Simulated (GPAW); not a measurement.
Here is a GPAW 26.7.0 calculation.

Contents of run.py:

```python
from ase.eos import EquationOfState
from ase.io import Trajectory, read
from ase.units import GPa
from gpaw import GPAW, PW

atoms = read('AlN.xyz')

traj = Trajectory('eos.traj', 'w')
volumes, energies = [], []
for x in [0.94, 0.96, 0.98, 1.0, 1.02, 1.04, 1.06]:
    a = atoms.copy()
    a.set_cell(atoms.cell * x**(1 / 3), scale_atoms=True)
    calc = GPAW(mode=PW(800),
                xc={'name': 'optPBE-vdW', 'backend': 'libvdwxc'},
                kpts={'size': (7, 7, 4), 'gamma': True},
                occupations={'name': 'fermi-dirac', 'width': 0.05},
                nbands=18,
                convergence={'density': 1e-05, 'energy': 1e-05},
                maxiter=150,
                txt=f'eos-{x:.2f}.txt')
    a.calc = calc
    energies.append(a.get_potential_energy(force_consistent=True))
    volumes.append(a.get_volume())
    calc.write(f'eos-{x:.2f}.gpw')
    traj.write(a)
    print(f'{x:.2f} {volumes[-1]:10.4f} A^3 {energies[-1]:14.6f} eV', flush=True)

v0, e0, B = EquationOfState(volumes, energies, eos='birchmurnaghan').fit()
print(f'V0 = {v0:.4f} A^3, E0 = {e0:.6f} eV, B0 = {B / GPa:.2f} GPa')
```

The input AlN.xyz:

```xyz
4
Lattice="3.1130000000 0.0000000000 0.0000000000 -1.5565000000 2.6959370820 0.0000000000 0.0000000000 0.0000000000 4.9810000000" Properties=species:S:1:pos:R:3 pbc="T T T"
Al     1.5565000002      0.8986456939      2.4905000000
Al    -0.0000000002      1.7972913881      0.0000000000
N      1.5565000002      0.8986456939      4.3832800000
N     -0.0000000002      1.7972913881      1.8927800000
```

Potentials or basis: GPAW PAW data sets (gpaw-data 1.2.1), pw.

The run is started by

```console
$ OMP_NUM_THREADS=1 python run.py
```

**Question.** Predict the equilibrium volume.

**Answer.** 10.81 Å³/atom.

**Question.** Predict the bulk modulus at fixed shape and positions.

**Answer.** 190 GPa.

**Question.** Estimate the pressure derivative of the bulk modulus.

**Answer.** 4.4.

Energy against volume, from the lowest point:
```csv
volume (Å³/atom),energy (meV/atom)
9.824,63.09
10.033,37.53
10.242,19.24
10.451,7.24
10.660,0.95
10.869,0.00
11.078,3.59
```

Caveat: the cell was scaled at fixed shape and fractional positions, which overstates the stiffness of a crystal with free parameters, most of all of layers and chains; the PAW data sets were made with another functional, which shifts forces and pressure a little.
